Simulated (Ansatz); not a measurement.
# AlGa3N4: the cost of one run

Computed with Ansatz 0.2.0 (DFT r2SCAN, scalar-relativistic, plane waves, PAW, unless a step's input says otherwise).

1 further run of the same task is left out (set aside as unsound or not needed). Runs told in other sessions of the task aren't counted.

**1. The structure to begin with**

Symmetry: Pm, No. 6, monoclinic system. The conventional cell has a = 5.139 Å, b = 3.163 Å, c = 5.477 Å, α = 90.00°, β = 90.04°, γ = 90.00°. Around Al (site symmetry m) lie 4 N at 1.89 to 1.90 Å. Ga (site symmetry m) has 4 N at 1.94 to 1.95 Å in its first shell of neighbours. Ga (site symmetry m) has 4 N at 1.94 to 1.96 Å in its first shell of neighbours. Around Ga (site symmetry m) lie 4 N at 1.95 to 1.96 Å. N (site symmetry m) is surrounded by 1 Al at 1.89 Å and 3 Ga at 1.95 Å. Around N (site symmetry m) lie 2 Al at 1.90 Å and 2 Ga at 1.96 Å. N (site symmetry m) has 4 Ga at 1.94 to 1.95 Å in its first shell of neighbours. N (site symmetry m) is surrounded by 1 Al at 1.90 Å and 3 Ga at 1.94 Å.

Structure file:

```
CELL_PARAMETERS angstrom
5.13892 0.00000 0.00002
0.00000 3.16341 0.00000
-0.00369 0.00000 5.47699
ATOMIC_POSITIONS crystal
Al 0.00058 0.50000 0.66730
Ga 0.49917 0.50000 0.33506
Ga 0.49925 0.00000 0.83146
Ga 0.99986 0.00000 0.16619
N 0.11941 0.50000 0.34060
N 0.11733 0.00000 0.82593
N 0.62024 0.00000 0.16619
N 0.63175 0.50000 0.66727
```

It goes back to an entry of the Materials Project, which need not be the stable form.

It is the result of an earlier relaxation at this level (volume 11.13 Å³/atom; gap on the mesh: 2.89 eV).

**2. Zero of energy**

The reference gives a free energy of -13457.6176 eV, pressure 0.00 GPa, largest force 0.002 eV/Å and gap on the mesh 2.89 eV. It was computed beforehand with the settings of the runs below.

**3. Next: biaxial against axial strain**

The cell is strained by p along both x and y and by q along z, with fractional coordinates fixed.

**4. p = -0.030, q = -0.030**

The input, input.yaml:

```yaml
crystal:
  lattice:
    - [4.9847525958, 0.0, 1.66728e-05]
    - [0.0, 3.0685118771, 0.0]
    - [-0.0035835472, 0.0, 5.3126847406]
  atoms:
    - { symbol: Al, position: [0.0005828853, 0.5, 0.6672982354] }
    - { symbol: Ga, position: [0.4991712869, 0.5, 0.3350606988] }
    - { symbol: Ga, position: [0.4992511917, 0.0, 0.8314570704] }
    - { symbol: Ga, position: [0.9998609984, 0.0, 0.1661913851] }
    - { symbol: "N", position: [0.119413044, 0.5, 0.3406010344] }
    - { symbol: "N", position: [0.1173310426, 0.0, 0.8259310373] }
    - { symbol: "N", position: [0.6202395499, 0.0, 0.1661937141] }
    - { symbol: "N", position: [0.6317500112, 0.5, 0.6672678245] }
basis:
  ecutwfc: 500
kpoints:
  mp_grid: { grid: [6, 8, 4] }
hamiltonian:
  xc: r2scan
scf:
  occupations: { method: gaussian, width: 0.05 }
output:
  forces: true
  stress: true
  eigenvalues: true
```

On the command line:

```bash
$ ansatz run input.yaml --threads 2 --pin off --max-ram 5120MiB --backend cpu --events-out ev --progress --plain --runs-dir out
```

What time and memory should one allow on 2 threads of AMD EPYC 9R45 (Zen 5), shared host?

About 6.3 s, with a peak of 0.64 GiB.
